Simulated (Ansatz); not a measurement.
## Relaxing BP₂

All numbers below come from DFT PBE, scalar-relativistic, plane waves, PAW (Ansatz). Cutoff 420 eV, Γ-centred k mesh, Gaussian smearing, no spin polarisation in the final step.

BP₂ was placed on the sites of a reported SiS2 cell (I-42d, No. 122), with B in place of Si, P in place of S, at a guessed volume.

```xyz
6
Lattice="-2.4423 2.4423 3.9285 2.4423 -2.4423 3.9285 2.4423 2.4423 -3.9285" Properties=species:S:1:pos:R:3 pbc="T T T"
B     0.0000    0.0000    0.0000
B     0.0000    2.4423    1.9642
P     1.1098    1.2212    0.9821
P    -1.2212    1.3325    2.9464
P     1.3325    1.2212    4.9106
P     3.6635    1.1098   -0.9821
```

Cell and atoms relax at zero pressure; the relaxation can't lower the symmetry of the start. After a coarse first stage the cell is made exact in the group found at 0.06 Å.

Formation energies are uncorrected and refer to the elements' standard structures at the same level.

(1) Which crystal results?

(2) What are its volume, energy, density and gap?

Answers

(1) It keeps I-42d (No. 122). Conventional cell: a = 4.451 Å, c = 7.995 Å. B has 4 P at 1.96 Å; around P lie 2 B at 1.96 Å.

```cif
data_structure
_symmetry_space_group_name_H-M 'I-42d'
_symmetry_Int_Tables_number 122
_cell_length_a 4.4507
_cell_length_b 4.4507
_cell_length_c 7.9955
_cell_angle_alpha 90.000
_cell_angle_beta 90.000
_cell_angle_gamma 90.000
_cell_volume 158.38
loop_
_atom_site_label
_atom_site_type_symbol
_atom_site_symmetry_multiplicity
_atom_site_Wyckoff_symbol
_atom_site_fract_x
_atom_site_fract_y
_atom_site_fract_z
_atom_site_occupancy
B1 B 4 a 0.00000 0.00000 0.00000 1
P1 P 8 d 0.28331 0.25000 0.12500 1
```

(2) The volume per atom is 13.20 Å³ and the density is 3.05 g/cm³. The energy over the elements is 0.35 eV/atom and the gap on the 12×12×12 mesh is 0 eV (a metal).

The final run used a 12×12×12 mesh on its 6-atom cell and 0.10 eV smearing. For metals, differences of a few meV/atom aren't resolved. A structure relaxed within its symmetry needn't be a true minimum.

Cost: 3 runs of about 2.1 core-minutes in all, on Arm Neoverse V2 (shared hosts).